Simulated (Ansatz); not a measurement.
The system is TiO2 (Anatase).

```
Ti O
1.0
    -1.89210    1.89210    4.75730
     1.89210   -1.89210    4.75730
     1.89210    1.89210   -4.75730
Ti O
2 4
Cartesian
  0.0000 1.8921 2.3786
  0.0000 0.0000 0.0000
  0.0000 0.0000 7.5346
  0.0000 1.8921 0.3987
  0.0000 1.8921 4.3586
  0.0000 0.0000 1.9800
```

Base run:

```yaml
Program: Ansatz 0.2.0
Functional: m-r2SCAN
Potentials_or_basis: Ansatz PAW
Cutoff: "500 eV (not typed: the program's choice for these potentials)"
k_mesh: 10 × 10 × 10
Occupations: fermi-dirac, width 0.05 eV
Spin: no spin polarisation
```

Its results: band gap on the k mesh 2.52 eV, indirect (least direct gap 2.86 eV); pressure 0.5 GPa; largest force 0.010 eV/Å.

**Question.** The run is repeated on the same cell with these changes: functional from m-r2SCAN to PBE; cutoff from 500 eV (not typed: the program's choice for these potentials) to 500 eV. What comes out?

**Answer.** Band gap on the k mesh 2.14 eV, indirect (least direct gap 2.46 eV); pressure 5.2 GPa; largest force 0.103 eV/Å.

m-r2SCAN gives the wider gap, since meta-GGAs in the generalised Kohn-Sham scheme recover part of the derivative discontinuity.

Caveats: the PAW data sets come from PBE, with cores solved anew for the run's functional, which leaves a small shift of forces and pressure (some runs).
